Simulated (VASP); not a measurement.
Here is a VASP 6.6.1 calculation.

Contents of INCAR:

```
SYSTEM = Al2Au
PREC = Accurate
ENCUT = 600
EDIFF = 1E-7
ISMEAR = -1
SIGMA = 0.05
LREAL = .FALSE.
LASPH = .TRUE.
NELM = 80
ALGO = Normal
ISIF = 3
LWAVE = .FALSE.
LCHARG = .FALSE.
GGA = PE
IVDW = 12
IBRION = 2
NSW = 60
EDIFFG = -0.01
```

File KPOINTS:

```
regular mesh
0
G
  8 8 8
  0 0 0
```

Contents of POSCAR:

```
Al2Au
1.0
    0.0000000000      3.0000000000      3.0000000000
    3.0000000000      0.0000000000      3.0000000000
    3.0000000000      3.0000000000      0.0000000000
Au Al
1 2
Direct
    0.0000000000      0.0000000000      0.0000000000
    0.7500000000      0.7500000000      0.7500000000
    0.2500000000      0.2500000000      0.2500000000
```

Potentials or basis: VASP PAW PBE potentials, release 64 (Au, Al).

Command:

```sh
$ cat potpaw_PBE.64/Au/POTCAR potpaw_PBE.64/Al/POTCAR > POTCAR
$ mpirun -np 1 vasp_std > vasp.out
```

Problem. Predict the dispersion energy per atom.

Solution. -0.405 eV.

Problem. Estimate the relaxed cell.

Solution. a = 4.233 Å, b = 4.233 Å, c = 4.233 Å, α = 60.00°, β = 60.00°, γ = 60.00°.

Step by step:
```csv
step,energy change (eV),largest force (eV/Å),pressure (GPa),volume (Å³)
1,0.0000,0.0000,-0.74,54.00
2,-0.0002,0.0000,0.65,53.35
3,-0.0008,0.0000,0.00,53.65
```

Caveat: pairwise dispersion overbinds metals, which lowers pressure and volume. Spin-orbit coupling is left out, which matters for the levels of Au.
